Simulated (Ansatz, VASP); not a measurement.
**Two plane-wave programs on HgTe**

```
Hg Te
1.0
     0.00000    3.15500    3.15500
     3.15500    0.00000    3.15500
     3.15500    3.15500    0.00000
Hg Te
1 1
Cartesian
  0.0000 0.0000 0.0000
  1.5775 1.5775 1.5775
```

Alike in both runs: functional PBEsol; k mesh 10 × 10 × 10; occupations gaussian, width 0.03 eV; no spin polarisation.

Ansatz relaxed the structure, and its values are those at the end. VASP's run is a single point on that final structure, the one shown.

|  | VASP | Ansatz |
| --- | --- | --- |
| version | VASP 6.6.1 | Ansatz 0.2.0 |
| potentials or method | VASP PAW PBE potentials, release 64 (Hg, Te) | scalar-relativistic, plane waves, PAW |
| plane-wave cutoff (eV) | 520 | 420 |
| valence electrons in the cell | 18 | 36 |

|  | VASP | Ansatz | Ansatz less VASP |
| --- | --- | --- | --- |
| gap on the k mesh at the Fermi level (eV) | none | none | - |
| pressure (GPa) | 5.2 | 5.0 | -0.17 |

A gap of «none» marks a metal or a gap that the smearing closes. The two sets of potentials don't hold the same shells in valence.

Caveats: the PAW data sets were made with another functional, which shifts forces and pressure a little (VASP). The runs have no spin-orbit coupling, so splittings on Hg, Te are missing.
